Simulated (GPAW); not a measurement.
Runs of GPAW 26.7.0 on HfO2. The structure is tetragonal, space group P4_2/nmc (No. 137). Conventional cell: a = 3.558 Å, b = 3.558 Å, c = 5.172 Å, α = 90.00°, β = 90.00°, γ = 90.00°. Hf (site symmetry -4m2) is surrounded by 4 O at 2.05 Å. O (site symmetry 2mm) is surrounded by 2 Hf at 2.05 Å. Measurements of this composition are mostly on another form, of space group No. 14.

```csv
task,level,potentials or basis,k mesh,cutoff (eV),smearing,band path,band points,eigensolver,mesh quality,gap on the mesh (eV),pressure (GPa),largest force (eV/Å)
electron localisation function,PBE,"GPAW PAW data sets (gpaw-data 1.2.1), pw",4 × 4 × 3,680,fermi-dirac 0.01 eV,-,-,-,coarse,4.77,9.0,0.26
band structure,r2SCAN,"GPAW PAW data sets (gpaw-data 1.2.1), pw",5 × 5 × 4,800,fermi-dirac 0.05 eV,"GXMGZRAZ,XR,MA",60,-,not flagged,(b),(d),0.13
band structure,PBEsol,"PAW data sets generated in the run's folder for this functional, pw",5 × 5 × 4,800,fermi-dirac 0.05 eV,"GXMGZRAZ,XR,MA",60,-,not flagged,4.63,(a),0.21
single point,BLYP,"PAW data sets generated in the run's folder for this functional, pw",7 × 7 × 5,800,fermi-dirac 0.05 eV,-,-,davidson,not flagged,4.79,15.1,(c)
single point,PBE,"GPAW PAW data sets (gpaw-data 1.2.1), pw",8 × 8 × 5,800,fermi-dirac 0.05 eV,-,-,-,not flagged,4.76,10.5,0.26
```

Alike in all rows: no spin polarisation; cell as given.

Question: Estimate the missing entries.

Answer: (a) 2.4; (b) 5.30; (c) 0.15; (d) 4.3.

Caveats: some runs use coarse meshes; spin-orbit coupling is left out, which moves the levels of the heavy elements; an odd mesh through Γ misses points on the zone boundary, where band edges often lie (some runs); the cutoff is short for stress and forces, so pressures can be off by a GPa or more (some runs); the PAW data sets were made with another functional, which shifts forces and pressure a little (some runs).

A k mesh can miss the band edges, and the runs leave out spin-orbit coupling on Hf.

Not every run made on this cell is shown here.
